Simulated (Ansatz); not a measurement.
C: hydrostatic pressure series

Theory: DFT PBE+D3(BJ), scalar-relativistic, plane waves, PAW (Ansatz 0.2.0). (420 eV cutoff, 18×18×2 k-mesh, Gaussian smearing of 0.10 eV, no spin polarisation)

Reference structure (relaxed):

```yaml
crystal:
  lattice:
    - [2.46527, 0.00000, 0.00000]
    - [-1.23263, 2.13498, 0.00000]
    - [0.00000, 0.00000, 23.92229]
  atoms:
    - { symbol: C, position: [0.00000, 0.00000, 0.57116] }
    - { symbol: C, position: [0.00000, 0.00000, 0.42884] }
    - { symbol: C, position: [0.33333, 0.66667, 0.42882] }
    - { symbol: C, position: [0.66667, 0.33333, 0.57118] }
```

Cell and atoms are relaxed at each pressure within the symmetry of the start, at zero temperature, so transitions that lower the symmetry aren't seen. The k-mesh given is that at zero pressure and may differ at others. a, b and c are the lengths of the cell vectors above.

| P (GPa) | V (Å³/atom) | V/V0 | a (Å) | b (Å) | c (Å) |
| --- | --- | --- | --- | --- | --- |
| 0 | 31.48 | 1.000 | 2.465 | 2.465 | 23.922 |
| 3 | 8.31 | 0.264 | 2.459 | 2.459 | 6.343 |
| 8 | 7.79 | 0.248 | 2.451 | 2.451 | 5.991 |
| 15 | 7.36 | 0.234 | 2.442 | 2.442 | 5.706 |
| 30 | 6.80 | 0.216 | 2.424 | 2.424 | 5.346 |
| 60 | 6.12 | 0.194 | 2.391 | 2.391 | 4.946 |

Question: Does the structure keep its space group?

Answer: No: P-3m1 (164) at 0 GPa, P6_3/mmc (194) at 3 GPa, P6_3/mmc (194) at 8 GPa, P6_3/mmc (194) at 15 GPa, P6_3/mmc (194) at 30 GPa, P6_3/mmc (194) at 60 GPa.

Question: Which cell vector or vectors give way most up to 60 GPa?

Answer: c: the changes are a -3.0 %, b -3.0 %, c -79.3 %.